Q: Here are seven force fields and one density-functional calculation for the same crystal, a diamond polytype with six stacked bilayers. The force fields come from different fits and run in different programs, yet their volumes span less than 1%. Does that mean they all describe carbon well?

Hexagonal diamond polytype of carbon (P6_3/mmc, 12-atom cell), treated with classical force fields and, in the VV10 row, Kohn-Sham density-functional theory, in the programs listed. Volumes are for a static lattice at each method's own energy minimum; basis, k mesh and smearing apply only to the VV10 row.

| method | rung | program | potentials | basis | k mesh | smearing | equilibrium volume (Å³/atom) |
| --- | --- | --- | --- | --- | --- | --- | --- |
| AIREBO | force field | LAMMPS | CH.airebo | default | none 12-atom cell | none | 5.624 |
| AIREBO-M | force field | LAMMPS | CH.airebo m | default | none 12-atom cell | none | 5.638 |
| MEAM | force field | LAMMPS-through-ASE | library.meam | default | none 12-atom cell | none | 5.673 |
| REBO | force field | LAMMPS | CH.rebo | default | none 12-atom cell | none | 5.667 |
| Tersoff | force field | ASE Tersoff | SiC_1989.tersoff | default | none 12-atom cell | none | 5.667 |
| Tersoff-Brenner | force field | matscipy-through-ASE | Erhart_PRB_71_035211_SiC | default | none 12-atom cell | none | 5.667 |
| polymorphic many-body | force field | LAMMPS | FeCH_BOP_II.poly | default | none 12-atom cell | none | 5.640 |
| VV10 | GGA | SIESTA | PseudoDojo 0.4 standard NC | DZP | 8x8x2 12-atom cell | Fermi Dirac 0.05eV | 5.924 |

A: It means less than that. Start from the limit in which an atom feels only its four nearest neighbours. Tersoff's potential is in that limit, because its range ends before the second neighbours at about 2.5 Å. Scale the crystal uniformly and the angles and the number of neighbours stay fixed, so the energy depends on one quantity only, the bond length $d$.

Q: And the bond length fixes the volume?

A: Yes. Cubic diamond has eight atoms in a cube of edge $4d/\sqrt3$, and stacking the same ideal bilayers in another order keeps the volume per atom, $v$:

$$v=\frac{(4d/\sqrt3)^3}{8}=\frac{8d^3}{3\sqrt3}.$$

With $d=1.544$ Å this gives 5.667 Å³, the value in the REBO, Tersoff and Tersoff-Brenner rows. A potential of this kind therefore needs just one well-placed minimum to get the volume right. Such potentials are fitted to carbon data that include diamond, so the minimum was placed there on purpose.

Q: Then the agreement shows a common target. Is there any sign of that in the calculations themselves?

A: There are two. The bulk moduli of those three potentials differ by about 5%, although their volumes coincide: they share the position of the minimum but not its curvature. And three density functionals run in one program (Ansatz, with PAW potentials), PBEsol, BLYP-D4 and rPW86-PBE, spread over 0.18 Å³ per atom, against 0.05 Å³ for all seven force fields. Much of that 0.18 Å³ comes from rPW86-PBE, which is VV10 without its long-range part, but even PBEsol and BLYP-D4 lie 0.07 Å³ apart. The close agreement of the cruder methods is therefore no sign of better physics: they were told more of the answer.

Q: MEAM is slightly off the common value, at 5.673 Å³. Is that a different physical description showing through?

A: It is a slightly different target. MEAM takes the lattice constant of its reference crystal as an input, and for diamond that is 3.567 Å. The volume per atom is then $3.567^3/8=5.673$ Å³, exactly the row. The polymorphic potential has its minimum a little lower, at a bond only 0.002 Å shorter than REBO's; a volume magnifies any relative change in length threefold. These runs don't show why its fit settled there. It also has to serve iron and hydrogen, so a small compromise for diamond would be no surprise.

Q: AIREBO puzzles me more. It is built on REBO, yet its volume is 0.043 Å³ smaller. What did the extension do?

A: AIREBO adds a torsion term and a Lennard-Jones attraction between atoms that aren't closely connected. Uniform scaling leaves every torsion angle as it was, so the torsion term has almost no hold on the volume. That leaves the Lennard-Jones term as the main candidate, although a few of REBO's own constants also differ slightly in AIREBO. The Lennard-Jones term is switched off between atoms up to three bonds apart, and we need to know what the remaining, more distant pairs do.

Q: In the limit of large distance they attract, so they should squeeze the crystal. But that attraction is tiny, and diamond is very stiff.

A: Each pair is weak, but there are many of them. Let $\phi(r)$ be the energy of a pair at distance $r$, with well depth $\varepsilon$ and length $\sigma$. All distances grow as $v^{1/3}$, so the energy per atom $E$ changes with volume as

$$\frac{dE}{dv}=\frac{1}{6v}\sum_j r_j\,\phi'(r_j),\qquad r\phi'=24\varepsilon\left[\left(\frac{\sigma}{r}\right)^6-2\left(\frac{\sigma}{r}\right)^{12}\right].$$

The sum runs over the neighbours $j$ of one atom. A positive result is an inward pull.

Q: What does the sum come to?

A: Take rough carbon values, $\varepsilon\approx0.0028$ eV and $\sigma\approx3.4$ Å, and the neighbour shells of cubic diamond. The nearest pairs that count, at about 3.6 Å, still push slightly apart, but the shells behind them outweigh that. The shells out to about 6 Å give 0.44 eV in all, and the rest of the crystal, treated as continuous, adds 0.34 eV.

Dividing the total of 0.78 eV by $6v$, which is 34 Å³, gives 0.023 eV/Å³, or about 3.7 GPa. The stiffness of the bonds resists this pull. With REBO's bulk modulus $B$ of 442 GPa, the contraction is

$$\Delta v\approx v\,\frac{dE/dv}{B}\approx5.667\times\frac{3.7}{442}\approx0.047\ \text{Å}^3.$$

Q: That is very close to the 0.043 Å³ in the table. Is the matter settled?

A: The size is right, and no constant was adjusted to the AIREBO row. But the closeness is better than the estimate deserves: the parameters are rounded, the shells are those of cubic diamond, and the pair sum has no outer cutoff. Read it as showing that a Lennard-Jones attraction is strong enough to cause a shift of this order. The printed output below gives the pull, the contraction and the share that comes from distant atoms.

Q: AIREBO-M replaces Lennard-Jones by a Morse function, and its contraction is only 0.029 Å³. Does the same picture cover that?

A: It suggests a reason. Over 40% of the estimated pull comes from beyond 6 Å, where the Lennard-Jones attraction dies off slowly, as $r^{-6}$. A Morse function falls exponentially, so it should lose much of that distant contribution. This is only a likely explanation, because the depth and position of the well may change as well.

Q: Now I am confused by VV10. It too includes a long-range attraction, so by the same argument it should shrink the crystal. Instead it gives 5.924 Å³, the largest volume of all.

A: The table's label GGA fits only the semilocal part of VV10; the long-range attraction comes from a nonlocal correlation added to it. Use a limiting case again and switch that nonlocal correlation off. What remains is the functional rPW86-PBE, which gives 5.793 Å³ in another program, Ansatz. So about half of VV10's excess over REBO is there before any long-range attraction enters. The exchange part is the likely cause: its energy gain rises strongly with the density gradient, which favours a stretched crystal, where the density is more uneven. PBEsol has a weaker gradient dependence and gives 5.614 Å³.

Q: And the other half? Adding the attraction should bring the volume down from 5.793 Å³, not up.

A: Normally it should, and that is why I wouldn't read the remaining 0.13 Å³ as an effect of dispersion. Between the two calculations the program, the basis and the treatment of the core changed too. My suspicion falls on the modest basis of localized orbitals and on pseudopotentials that weren't generated for VV10. Repeating VV10 with a larger basis would test the first suspicion, and running rPW86-PBE in the same setup would show what the nonlocal correlation itself does to the volume.

Output of the analysis:

```
Bond length and cubic lattice constant implied by each volume:
                    row  volume_A3  bond_A  cubic_a_A  percent_from_REBO
                 AIREBO      5.624    1.54      3.557            -0.7588
               AIREBO-M      5.638   1.541       3.56            -0.5117
                   MEAM      5.673   1.545      3.567             0.1059
                   REBO      5.667   1.544      3.566                  0
                Tersoff      5.667   1.544      3.566                  0
        Tersoff-Brenner      5.667   1.544      3.566                  0
  polymorphic many-body       5.64   1.542       3.56            -0.4764
                   VV10      5.924   1.567      3.619              4.535
Spread of the seven force fields (A^3/atom): 0.049
Spread of the seven force fields (percent of REBO volume): 0.8647
PBEsol volume (A^3/atom): 5.614
BLYP-D4 volume (A^3/atom): 5.68
rPW86-PBE volume (A^3/atom): 5.793
Spread of these three functionals (A^3/atom): 0.1796
Spread of moduli of REBO, Tersoff and Tersoff-Brenner (percent of REBO modulus): 4.572
AIREBO contraction from REBO (A^3/atom): 0.043
AIREBO-M contraction from REBO (A^3/atom): 0.029
Inward pull that AIREBO contraction needs (GPa): 3.352
Estimated Lennard-Jones pull (GPa, order of magnitude): 3.655
Estimated Lennard-Jones contraction (A^3/atom, order of magnitude): 0.04688
Share of the estimated pull from beyond about 6 A (percent, rough): 43.79
VV10 excess over REBO (A^3/atom): 0.257
Part already in rPW86-PBE (A^3/atom): 0.1264
Remainder of VV10 over rPW86-PBE (A^3/atom): 0.1306
```
